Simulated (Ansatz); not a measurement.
# WC (Qusongite): relaxation of cell and atoms with B3LYP

The system is WC (Qusongite).

```
W C
1.0
     2.90650    0.00000    0.00000
    -1.45325    2.51710    0.00000
     0.00000    0.00000    2.83660
W C
1 1
Direct
  0.00000 0.00000 0.00000
  0.66667 0.33333 0.50000
```

| Property | Result |
| --- | --- |
| Program | Ansatz 0.2.0 |
| Task | relaxation of cell and atoms |
| Functional | B3LYP |
| Potentials or basis | Ansatz PAW |
| Cutoff | 420 eV (not typed: the program's choice for these potentials) |
| k mesh | 5 × 5 × 5 |
| Occupations | fermi-dirac, width 0.05 eV |
| Spin | no spin polarisation |

```
Relaxed volume                         : 10.61 Å³/atom
Relaxed cell                           : a = 2.936 Å, b = 2.936 Å, c = 2.842 Å, α = 90.00°, β = 90.00°, γ = 120.00°
Space group after relaxing (to 0.05 Å) : P-6m2 (No. 187)
Energy gained by relaxing              : 7.1 meV/atom
Ionic steps                            : 7
Pressure after relaxing                : 0.0 GPa
```

The path:
| step | energy change (eV) | largest force (eV/Å) | volume (Å³) |
| --- | --- | --- | --- |
| 1 | 0.0000 | 0.0000 | 20.75 |
| 2 | -0.0131 | 0.0000 | 21.22 |
| 3 | -0.0132 | 0.0000 | 21.21 |
| 4 | -0.0132 | 0.0000 | 21.21 |
| 5 | -0.0142 | 0.0000 | 21.21 |
| 6 | -0.0142 | 0.0000 | 21.21 |
| 7 | -0.0142 | 0.0000 | 21.21 |

Final structure:
```yaml
crystal:
  lattice:
    - [2.93597, 0.00000, 0.00000]
    - [-1.46799, 2.54262, 0.00000]
    - [0.00000, 0.00000, 2.84185]
  atoms:
    - { symbol: W, position: [0.00000, 0.00000, 0.00000] }
    - { symbol: C, position: [0.66667, 0.33333, 0.50000] }
```

Levels at points of the mesh, in eV from the Fermi level:
```
           k point  band 7  band 8  band 9  band 10  band 11
(0.00, 0.00, 0.00)   -4.37   -4.37   -0.45     3.59     3.59
```

It took 75 s on 2 threads of Intel(R) Xeon(R) Platinum 8259CL CPU @ 2.50GHz (Skylake/Cascade Lake), on a shared host, peak memory 0.69 GiB.

Caveat: the k mesh is coarse (spacing up to 0.50 Å⁻¹), so the values aren't converged, least of all with exact exchange; the plane-wave basis is chosen anew once the cell has moved, so the energies of steps on either side of that aren't comparable; the pressure holds a Pulay correction of +0.3 GPa for the finite cutoff; the PAW data sets come from PBE, with cores solved anew for the run's functional, which leaves a small shift of forces and pressure. Zero-point motion and thermal expansion aren't in these numbers.
